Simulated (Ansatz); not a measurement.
# Pd (Fm-3m) in Ansatz: further runs, part 2 of 2

Ansatz 0.2.0. Earlier steps stand in the parts before.

## (4) Relaxation of cell and atoms, RPBE

Contents of input.yaml:

```yaml
crystal:
  lattice:
    - [0.0, 1.9465, 1.9465]
    - [1.9465, 0.0, 1.9465]
    - [1.9465, 1.9465, 0.0]
  atoms:
    - { symbol: Pd, position: [0.0, 0.0, 0.0] }
hamiltonian:
  xc: rpbe
  pseudopotentials: { kind: paw }
kpoints:
  mp_grid: { grid: [12, 12, 12] }
scf:
  occupations: { method: fermi_dirac, width: 0.05 }
output:
  forces: true
  stress: true
  write_density: true
  write_potential: true
  elf: true
  volumetric_format: npy
relax:
  f_tol: 0.01
  max_steps: 40
  cell: { stress_tol: 0.05 }
```

Potentials or basis: Ansatz PAW.

Launch:

```sh
ansatz run input.yaml --threads 2 --pin off --max-ram 5120MiB --backend cpu --events-out ev --progress --plain --runs-dir out
```

The log of the run:

```text
Warning: RAYON_NUM_THREADS=2 ignored (pool sized by the plan → 2); use --threads N
Engine: ansatz 0.2.0, aarch64-unknown-linux-gnu
Pseudopotentials: kind: paw
Pseudopotential: Pd, paw, valence charge 18, recommended cutoff 420 eV (normal), Pd.paw.azcp
Functional definition: RPBE
  parameter kappa = 0.804
  parameter beta = 0.06672455060314922
  exchange = rpbe_x(kappa = kappa, mu = beta*pi^2/3)
  correlation = pbe_c(beta = beta)
Crystal: 1 atoms, lattice volume = 14.750 Å³
Basis set: ecut = 420 eV, 283 PW (Γ), exchange–correlation on 40×40×40 points (8 copies of the dense FFT grid, shifted against one another)
Bands: 13, of which v1, the nominal top of the filled ones, is band 9 counted from 1 (8 counted from 0)
Symmetry: 48 space group operations
Space group: Fm-3m (ITA 225), of the structure as read, at distance tolerance 2.5e-5 Å
k-points: 72 of 1728
Non-local potential: Pd, projectors of the file, l = 0: 2, l = 1: 2, l = 2: 2, l = 3: 1
PAW form: soft (Blöchl's): semilocal exchange-correlation on the pseudo side does not see the compensation charge
PAW frozen core: Pd, regenerated for the run's functional, and the local potential with it (the file was generated under x = pbe(κ = 0.804, μ = 0.2195149727645171), c = pbe(β = 0.06672455060314922))
PAW one-centre angular grid: Pd, 590 points (default); XC on 64 Gauss nodes
Initial density: superposition of atomic densities (neutral atoms: chi_scale 0, normalization atom), corrected by the library's trained network
Initial wavefunctions: pseudopotential atomic-orbital guess
Functional: x = rpbe, c = pbe(β = 0.06672455060314922)
SCF iter   1: F=—  HF=-6980.552080 eV  |F-HF|=—  |Δ(HF+E_count)|=         —  Δρ=8.14e-3  dr2=7.52e-3  ethr=1.77e-3  ⟨swp⟩=5.5  Hψ=5447  notcnv=0
preconditioner: auto → none  [metal: Δε(μ)=0.005 eV  Ē_g=14.354 eV  σ=0.050 eV  W_gap=0.02  n_scr=8 (ndim 8)  ℏωp=30.6 eV  f_vac=0.000  D(μ)=2.46/eV (n_scr^D=50)  sad-step TF]
SCF iter   2: F=—  HF=-6980.550354 eV  |F-HF|=—  |Δ(HF+E_count)|=   1.73e-3  Δρ=3.01e-3  dr2=6.41e-4  ethr=4.18e-5  ⟨swp⟩=1.3  Hψ=1559  notcnv=0
SCF iter   3: F=—  HF=-6980.550349 eV  |F-HF|=—  |Δ(HF+E_count)|=   4.80e-6  Δρ=8.04e-4  dr2=3.42e-5  ethr=3.56e-6  ⟨swp⟩=1.2  Hψ=978  notcnv=0
SCF iter   4: F=—  HF=-6980.550369 eV  |F-HF|=—  |Δ(HF+E_count)|=   2.03e-5  Δρ=7.05e-5  dr2=4.61e-7  ethr=1.90e-7  ⟨swp⟩=2.2  Hψ=1407  notcnv=0
iter 5 did not close the SCF: its close was put off for the readings that it lacked (scf_convergence_deferred on its scf_iter line)
[... 55 lines left out ...]
SCF 6 converged in 6 iterations: F = -6980.584439 eV  dr2 = 7.87e-14
relax step   6: F+E_penalty+E_count = -6980.58443867 eV  Δ(F+E_penalty+E_count) = -3.450e-4 eV  max|allowed force component| = 0.000e0 eV/Å  Δτ_max = 0.0000 Å  P = -0.041 GPa  Ω = 15.756 Å³  stress off target by 4.10e-2 GPa  SCF on the basis re-selected at this cell (its energy is not comparable with the rows above)  (6 SCF iters)
basis re-selected at this cell: Δ(F+E_penalty+E_count) = -3.450e-4 eV, ΔP = -0.039 GPa vs the last step (what re-selecting the basis moved, of the pressure what is left beyond the Pulay correction that the steps carried, after the strain that the cell walked since its last selection, with what the two solves' SCF thresholds leave and, on support functions, any second-order correction that the steps lacked; it is no measure of the basis error at this ecutwfc). This SCF's stress stands 4.10e-2 GPa from its target on what of the cell is left free (relax.cell.stress_tol is 5.00e-2 GPa) and its largest allowed force component is 0.00e0 eV/Å (relax.f_tol is 1.00e-2 eV/Å): within both
SCF converged after 6 iterations
Free energy (F): -6980.584439 eV
Harris-Foulkes:  -6980.584439 eV  (|F-HF|=2.73e-12)
Internal energy: -6980.563277 eV  (E = F + TS)
E sigma→0 (E₀):  -6980.573858 eV
Entropy (-TS):   -0.021161 eV (-21.161 meV/atom)
Fermi energy:    18.192963 eV
--- Per-component energies (eV) ---
  E_band       = -161.072128
  E_kinetic    = 512.779264
  E_local      = -1841.135489  (includes V_loc(G=0)·N_el)
  E_nonlocal   = 216.409121
  E_hartree    = 745.343282
  E_xc         = -168.455699
  E_vxc        = -210.968156  (∫ρ·V_xc dr)
  E_paw        = -3757.845934  (= ΣΔE_a)
  E_vpaw       = -328.843663  (= ΣTr[D̂ρ^β])
  E_aug_tail   = 0.000228  (compensation charges beyond the density's cutoff)
  E_ewald      = -2687.549209
  E_core_change = -0.108841  (= ΣΔE_core)
  E_smearing   = -0.021161  (= −TS)
  E_closure    = -0.000000  (closes the sum)
  Σ components = -6980.584439   (vs F -6980.584439, Δ=0.00e0)
--- Forces (eV/Å), atoms counted from 1 ---
  atom   1  Pd     0.00000000     0.00000000    -0.00000000
  max |Σ_I F_I| component: 1.54e-32 eV/Å
--- Stress (GPa, compression-positive) ---
       -0.040961      -0.000000      -0.000000
       -0.000000      -0.040961      -0.000000
       -0.000000      -0.000000      -0.040961
  P = ⅓ Tr σ = -0.0410 GPa (-0.410 kbar)
--- Band table (eV; the first three rows and the last of 72) ---
  k-point 0: bands = ["-65.7152", "-31.2658", "-31.2658", "-31.2658", "11.6111", "15.6654", "15.6654", "15.6654", "17.1035", "17.1035", "35.2108", "39.5960", "39.5960"]
  k-point 1: bands = ["-65.7125", "-31.2877", "-31.2690", "-31.2690", "11.8482", "15.5899", "15.7421", "15.7421", "17.0700", "17.0700", "35.4115", "38.1582", "39.8411"]
  k-point 2: bands = ["-65.7052", "-31.3473", "-31.2776", "-31.2776", "12.4934", "15.4605", "15.8971", "15.8971", "17.0500", "17.0500", "34.9471", "36.3993", "40.4591"]
  k-point 71: bands = ["-65.6619", "-31.4796", "-31.4796", "-31.3895", "14.3391", "15.1827", "15.1827", "17.0336", "18.4649", "26.7962", "26.7962", "28.0985", "29.3388"]
--- Relaxed structure (5 steps of the walk, 5 accepted, 1 SCFs on fresh bases) ---
  F+E_penalty+E_count = -6980.58443867 eV   max|allowed force component| = 0.000e0 eV/Å   (the final SCF, on the basis selected at the relaxed cell)
  cell:  # Å, volume = 15.7561 Å³
    - [-4.836622527870097e-34, 1.9897873667781496, 1.9897873667781496]
    - [1.9897873667781496, -8.403383238857037e-34, 1.9897873667781496]
    - [1.9897873667781496, 1.9897873667781496, 5.095372032895589e-34]
  atoms:
    - { symbol: Pd, position: [0.0, 0.0, 0.0] }
```

rho_z.tsv:

```text
# z_ang	rho[e/angstrom^3]
# format = ansatz-planar-average/11
# lattice	-0.000000000	1.989787367	1.989787367
# lattice	1.989787367	-0.000000000	1.989787367
# lattice	1.989787367	1.989787367	0.000000000
# sites	1
# site	46	0.000000000	0.000000000	0.000000000
0.000000	2.451382e0
0.140699	2.372513e0
0.281398	2.139021e0
0.422098	1.773446e0
0.562797	1.336553e0
0.703496	9.186287e-1
[... 12 lines left out ...]
2.532586	2.139021e0
2.673285	2.372513e0
```

Wall time 3.3 s (2 threads of Arm Neoverse V1, shared host); peak memory 0.28 GiB.

What came out:

```yaml
Free_energy: -6980.5844 eV
Relaxed_volume: 15.76 Å³/atom
Relaxed_cell: a = 2.814 Å, b = 2.814 Å, c = 2.814 Å, α = 60.00°, β = 60.00°, γ = 60.00°
Space_group_after_relaxing_to_0.05_Å: Fm-3m (No. 225)
Energy_gained_by_relaxing: 34.1 meV/atom
Ionic_steps: 6
Pressure_after_relaxing: 0.0 GPa
Band_gap_on_the_k_mesh: none (metal or under the smearing width)
```

The path:
```tsv
step	energy change (eV)	largest force (eV/Å)	volume (Å³)
1	0.0000	0.0000	14.75
2	-0.0241	0.0000	16.34
3	-0.0335	0.0000	15.84
4	-0.0337	0.0000	15.75
5	-0.0337	0.0000	15.76
6	-0.0341	0.0000	15.76
```

Final structure:
```cif
data_structure
_symmetry_space_group_name_H-M 'P 1'
_symmetry_Int_Tables_number 1
_cell_length_a 2.8140
_cell_length_b 2.8140
_cell_length_c 2.8140
_cell_angle_alpha 60.000
_cell_angle_beta 60.000
_cell_angle_gamma 60.000
_cell_volume 15.76
loop_
_atom_site_label
_atom_site_type_symbol
_atom_site_fract_x
_atom_site_fract_y
_atom_site_fract_z
_atom_site_occupancy
Pd1 Pd 0.00000 0.00000 0.00000 1
```

Caveat: the plane-wave basis is chosen anew once the cell has moved, so the energies of steps on either side of that aren't comparable; the PAW data sets come from PBE, with cores solved anew for the run's functional, which leaves a small shift of forces and pressure. RPBE and its kin give volumes clearly too large for solids.

## (5) Relaxation of cell and atoms, revPBE+D3(BJ)

input.yaml: that of step 4 with these lines changed.

```diff
@@ -8,4 +8,5 @@
 hamiltonian:
-  xc: rpbe
+  xc: revpbe
   pseudopotentials: { kind: paw }
+  dispersion: d3bj
 kpoints:
@@ -17,6 +18,2 @@
   stress: true
-  write_density: true
-  write_potential: true
-  elf: true
-  volumetric_format: npy
 relax:
```

Launch:

```sh
ansatz run input.yaml --threads 2 --pin off --max-ram 5120MiB --backend cpu --events-out ev --progress --plain --runs-dir out
```

Run time: 2.5 s. Hardware: 2 threads of Arm Neoverse V1, shared host; peak memory 0.27 GiB.

It converged, with:

* Free energy: -6979.6105 eV
* Relaxed volume: 14.43 Å³/atom
* Relaxed cell: a = 2.732 Å, b = 2.732 Å, c = 2.732 Å, α = 60.00°, β = 60.00°, γ = 60.00°
* Space group after relaxing (to 0.05 Å): Fm-3m (No. 225)
* Energy gained by relaxing: 4.3 meV/atom
* Ionic steps: 5
* Pressure after relaxing: 0.0 GPa

Step by step:
| step | energy change (eV) | largest force (eV/Å) | volume (Å³) |
| --- | --- | --- | --- |
| 1 | 0.0000 | 0.0000 | 14.75 |
| 2 | -0.0025 | 0.0000 | 14.21 |
| 3 | -0.0045 | 0.0000 | 14.44 |
| 4 | -0.0045 | 0.0000 | 14.43 |
| 5 | -0.0043 | 0.0000 | 14.43 |

Final structure:
```
Pd
1.0
     0.00000    1.93212    1.93212
     1.93212    0.00000    1.93212
     1.93212    1.93212    0.00000
Pd
1
Direct
  0.00000 0.00000 0.00000
```

Caveat: the plane-wave basis is chosen anew once the cell has moved, so the energies of steps on either side of that aren't comparable; the PAW data sets come from PBE, with cores solved anew for the run's functional, which leaves a small shift of forces and pressure.

## (6) Overview

| level | gap on the mesh (eV) | pressure (GPa) | relaxed volume (Å³/atom) |
| --- | --- | --- | --- |
| PBE+D4 | - | 0.0 | 14.90 |
| PBEsol+D3(BJ) | none | 0.0 | 14.05 |
| RPBE | none | 0.0 | 15.76 |
| revPBE+D3(BJ) | - | 0.0 | 14.43 |

Alike in all rows: task relaxation of cell and atoms; potentials or basis Ansatz PAW; no spin polarisation; cell relaxed; k mesh 12 × 12 × 12; cutoff (eV) 420; smearing fermi-dirac 0.05 eV.

Caveats: the plane-wave basis is chosen anew once the cell has moved, so the energies of steps on either side of that aren't comparable; the PAW data sets come from PBE, with cores solved anew for the run's functional, which leaves a small shift of forces and pressure (some runs); pairwise dispersion overbinds metals, which lowers pressure and volume (some runs).

Total energies depend on the potentials used, so only differences within one code and one set of settings carry meaning.
